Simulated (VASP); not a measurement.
Write the native input for VASP 6.6.1 that does the following.

```yaml
Task: relaxation of cell and atoms
Functional: optB86b-vdW
Potentials_or_basis: VASP PAW PBE potentials, release 64 (Pb_d)
Cutoff: 600 eV
k_mesh: 9 × 9 × 9
Occupations: fermi-dirac, width 0.05 eV
Spin: no spin polarisation
Further_INCAR_settings: ALGO = Normal; EDIFF = 1e-07; IBRION = 2; EDIFFG = -0.01; NSW = 60; ISIF = 3
```

The structure of Pb lies in POSCAR:

```
Pb
1.0
    0.0000000000      2.4750200000      2.4750200000
    2.4750200000      0.0000000000      2.4750200000
    2.4750200000      2.4750200000      0.0000000000
Pb
1
Direct
    0.0000000000      0.0000000000      0.0000000000
```

These files were run (other wordings do the same):

INCAR

```
SYSTEM = Pb
PREC     = Accurate       ! precision mode
ENCUT    = 600            ! plane-wave cutoff, eV
EDIFF    = 1E-7           ! SCF threshold, eV
ISMEAR   = -1             ! smearing method
SIGMA    = 0.05           ! smearing width, eV
LREAL    = .False.        ! projectors in reciprocal space
LASPH    = .True.         ! aspherical terms in the spheres
NELM     = 100            ! most SCF steps
ALGO     = Normal         ! electronic algorithm
ISIF     = 3              ! what is computed and relaxed
LWAVE    = .False.        ! write WAVECAR
LCHARG   = .False.        ! write CHGCAR
GGA      = MK             ! functional
LUSE_VDW = .True.       
AGGAC    = 0.0          
PARAM1   = 0.1234       
PARAM2   = 1.0          
IBRION   = 2              ! ionic algorithm
NSW      = 60             ! ionic steps
EDIFFG   = -0.01          ! ionic threshold
```

KPOINTS

```
regular mesh
0
Gamma
  9 9 9
  0 0 0
```

Potentials or basis: VASP PAW PBE potentials, release 64 (Pb_d).

Command:

```bash
$ cat potpaw_PBE.64/Pb_d/POTCAR > POTCAR
$ mpirun -np 1 vasp_std > vasp.out
```

Results of the run:

```yaml
Relaxed_volume: 30.71 Å³/atom
Relaxed_cell: a = 3.515 Å, b = 3.515 Å, c = 3.515 Å, α = 60.00°, β = 60.00°, γ = 60.00°
Space_group_after_relaxing_to_0.05_Å: Fm-3m (No. 225)
Energy_gained_by_relaxing: 0.7 meV/atom
Ionic_steps: 3
Pressure_after_relaxing: 0.0 GPa
Band_gap_on_the_k_mesh: none (metal or under the smearing width)
```

Caveat: the PAW data sets were made with another functional, which shifts forces and pressure a little.

It took 92 s on 1 thread of Intel(R) Xeon(R) Platinum 8375C CPU @ 2.90GHz (Ice Lake), with other jobs on the host, peak memory 0.33 GiB.
